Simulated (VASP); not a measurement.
A run of VASP 6.6.1:

The input INCAR:

```
PREC     = Accurate       # precision mode
ENCUT    = 520            # plane-wave cutoff, eV
EDIFF    = 1E-6           # SCF threshold, eV
ISMEAR   = 0              # smearing method
SIGMA    = 0.02           # smearing width, eV
LREAL    = F              # projectors in reciprocal space
LASPH    = T              # aspherical terms in the spheres
NELM     = 100            # most SCF steps
ALGO     = Normal         # electronic algorithm
ISIF     = 2              # what is computed and relaxed
LWAVE    = F              # write WAVECAR
LCHARG   = T              # write CHGCAR
GGA      = PE             # functional
LELF     = T              # ELF
LVHAR    = T            
NBANDS   = 16             # bands
```

KPOINTS

```
Automatic mesh
0
Gamma
  6 6 6
```

POSCAR

```
MgS
1.0
    3.7963811565      0.0000000000      0.0000000000
    0.0000000000      3.7963811565      0.0000000000
    0.0000000000      0.0000000000      5.1499533759
Mg S
2 2
Direct
    0.0000000000      0.0000000000      0.0000000000
    0.5000000000      0.5000000000      0.5000000000
    0.5000000000      0.5000000000      0.0000000000
    0.0000000000      0.0000000000      0.5000000000
```

Potentials or basis: VASP PAW PBE potentials, release 64 (Mg, S).

Run with:

```console
$ cat potpaw_PBE.64/Mg/POTCAR potpaw_PBE.64/S/POTCAR > POTCAR
$ mpirun -np 1 vasp_std > vasp.out
```

Hardware: 1 thread of AMD EPYC 7R13 Processor (Zen 3) (shared host).

Problem. How long does it take, and how much memory?

Solution. It took 33 s on 1 thread of AMD EPYC 7R13 Processor (Zen 3) (shared host), peak memory 0.17 GiB. Counts: scf iterations 12, k points 40.
